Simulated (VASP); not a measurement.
## CsI: single point with PBE

The system is CsI.

```
CELL_PARAMETERS angstrom
4.48835 0.00000 0.00000
0.00000 4.48835 0.00000
0.00000 0.00000 4.48835
ATOMIC_POSITIONS crystal
Cs 0.00000 0.00000 0.00000
I 0.50000 0.50000 0.50000
```

The cell isn't the ideal one: Br replaced by I, lengths x 1.031, strained and moved within the space group.

| Property | Result |
| --- | --- |
| Program | VASP 6.6.1 |
| Task | single point |
| Functional | PBE |
| Potentials or basis | VASP PAW PBE potentials, release 64 (Cs_sv, I) |
| Cutoff | 520 eV |
| k mesh | 6 × 6 × 6 |
| Occupations | gaussian, width 0.02 eV |
| Spin | no spin polarisation |
| Dipole correction | no |
| Further INCAR settings | ALGO = Normal; EDIFF = 1e-07; NBANDS = 15 |

The pressure is 1.6 GPa. The band gap on the k mesh is 4.06 eV, indirect (least direct gap 4.13 eV).

Levels at points of the mesh, in eV from the valence-band top:
```tsv
k point	band 6	band 7	band 8	band 9	band 10	band 11
(0.00, 0.00, 0.00)	-0.08	-0.08	-0.08	4.06	4.10	4.10
(0.50, 0.00, 0.00)	-1.69	-0.27	-0.27	5.17	6.72	6.78
(0.50, 0.50, 0.00)	-0.90	-0.90	0.00	4.23	4.94	6.11
(0.50, 0.50, 0.50)	-1.44	-1.44	-1.44	7.35	7.35	7.35
```

Run time: 17 s on 1 thread of Intel(R) Xeon(R) Platinum 8488C (Sapphire Rapids) (shared host), peak memory 0.21 GiB.

Caveat: spin-orbit coupling is left out, which moves the levels of the heavy elements. A k mesh can miss the band edges.
